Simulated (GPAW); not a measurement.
ZrC: relaxation of cell and atoms with PBEsol+D4

Crystal: ZrC.

```xyz
2
Lattice="0.0000 2.3650 2.3650 2.3650 0.0000 2.3650 2.3650 2.3650 0.0000" Properties=species:S:1:pos:R:3 pbc="T T T"
Zr    2.3650    2.3650    2.3650
C     0.0000    0.0000    0.0000
```

```yaml
Program: GPAW 26.7.0
Task: relaxation of cell and atoms
Functional: PBEsol
Dispersion: D4
Potentials_or_basis: PAW data sets generated in the run's folder for this functional
Cutoff: 800 eV
Basis: pw
k_mesh: 10 × 10 × 10
Occupations: fermi-dirac, width 0.05 eV
Spin: no spin polarisation
Maxiter: 150
Optimizer: BFGS
Fmax: 0.02 eV/Å
Max_steps: 60
Convergence: density=1e-05 forces=0.0001
```

```
Relaxed volume                         : 12.57 Å³/atom
Relaxed cell                           : a = 3.288 Å, b = 3.288 Å, c = 3.288 Å, α = 60.00°, β = 60.00°, γ = 60.00°
Space group after relaxing (to 0.05 Å) : Fm-3m (No. 225)
Energy gained by relaxing              : 23.2 meV/atom
Ionic steps                            : 4
Pressure after relaxing                : 0.0 GPa
Band gap on the k mesh                 : none (metal or under the smearing width)
Dispersion energy per atom             : -0.149 eV
```

Step by step:
| step | energy change (eV) | largest force (eV/Å) | pressure (GPa) | volume (Å³) |
| --- | --- | --- | --- | --- |
| 1 | 0.0000 | 0.0000 | -11.12 | 26.46 |
| 2 | -0.0289 | 0.0000 | -7.13 | 25.94 |
| 3 | -0.0464 | 0.0000 | 0.42 | 25.09 |
| 4 | -0.0465 | 0.0000 | -0.01 | 25.13 |

Final structure:
```
Zr C
1.0
     0.00000    2.32494    2.32494
     2.32494    0.00000    2.32494
     2.32494    2.32494    0.00000
Zr C
1 1
Direct
  0.50000 0.50000 0.50000
  0.00000 0.00000 0.00000
```

Levels at points of the mesh, in eV from the Fermi level:
```csv
k point,band 6,band 7,band 8,band 9,band 10,band 11
"(0.00, 0.00, 0.00)",0.95,0.95,0.95,1.05,1.05,1.05
"(0.50, 0.00, 0.00)",-5.47,-3.05,-3.05,4.65,4.65,5.52
"(0.50, 0.50, 0.00)",-2.02,-1.92,0.09,0.09,4.62,5.89
"(0.50, 0.50, 0.50)",-5.47,-3.05,-3.05,4.65,4.65,5.52
```

Run time: 3.5 min on 1 thread of Arm Neoverse V1, on a shared host, peak memory 0.36 GiB.

Caveat: later steps reuse the first step's grids; pairwise dispersion overbinds metals, which lowers pressure and volume.
